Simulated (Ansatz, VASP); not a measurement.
Two plane-wave programs on Na

File INCAR:

```
SYSTEM = Na
PREC = Accurate
ENCUT = 520
EDIFF = 1E-6
ISMEAR = 0
SIGMA = 0.1
LREAL = .FALSE.
LASPH = .TRUE.
NELM = 100
ALGO = Normal
ISIF = 2
LWAVE = .FALSE.
LCHARG = .TRUE.
GGA = CA
LELF = .TRUE.
LVHAR = .TRUE.
NBANDS = 10
```

KPOINTS

```
Automatic mesh
0
G
  11 11 11
  0 0 0
```

File POSCAR:

```
Na
1.0
   -2.0287155323      2.0287155323      2.0287155323
    2.0287155323     -2.0287155323      2.0287155323
    2.0287155323      2.0287155323     -2.0287155323
Na
1
Direct
    0.0000000000      0.0000000000      0.0000000000
```

Input for Ansatz:

```yaml
crystal:
  lattice:
    - [-2.0287155323, 2.0287155323, 2.0287155323]
    - [2.0287155323, -2.0287155323, 2.0287155323]
    - [2.0287155323, 2.0287155323, -2.0287155323]
  atoms:
    - { symbol: Na, position: [0.0, 0.0, 0.0] }
hamiltonian:
  xc: lda
  pseudopotentials:
    kind: paw
    azcp:
      Na: "pseudopotentials/Na.paw.azcp"
basis:
  ecutwfc: 420
  fft_grid_basis: typed
kpoints:
  mp_grid: { grid: [11, 11, 11], shift: [0, 0, 0] }
magnetization:
  spin_polarized: false
scf:
  occupations: { method: gaussian, width: 0.1 }
  lower_state_search: "off"
output:
  stress: true
  write_density: true
  write_potential: true
  elf: true
  volumetric_format: npy
```

Alike in both runs: task single point; functional LDA; k mesh 11 × 11 × 11; occupations gaussian, width 0.1 eV; no spin polarisation.

```csv
,VASP,Ansatz
version,VASP 6.6.1,Ansatz 0.2.0
potentials or method,"VASP PAW LDA potentials, release 64 (Na_pv)","plane waves (420 eV) with PAW, scalar-relativistic"
plane-wave cutoff (eV),520,420
valence electrons in the cell,7,9
```

|  | VASP | Ansatz | Ansatz less VASP |
| --- | --- | --- | --- |
| pressure (GPa) | -0.1 | 0.0 | +0.03 |

The two sets of potentials don't hold the same shells in valence. Ansatz warned: «pseudo_functional_mismatch».
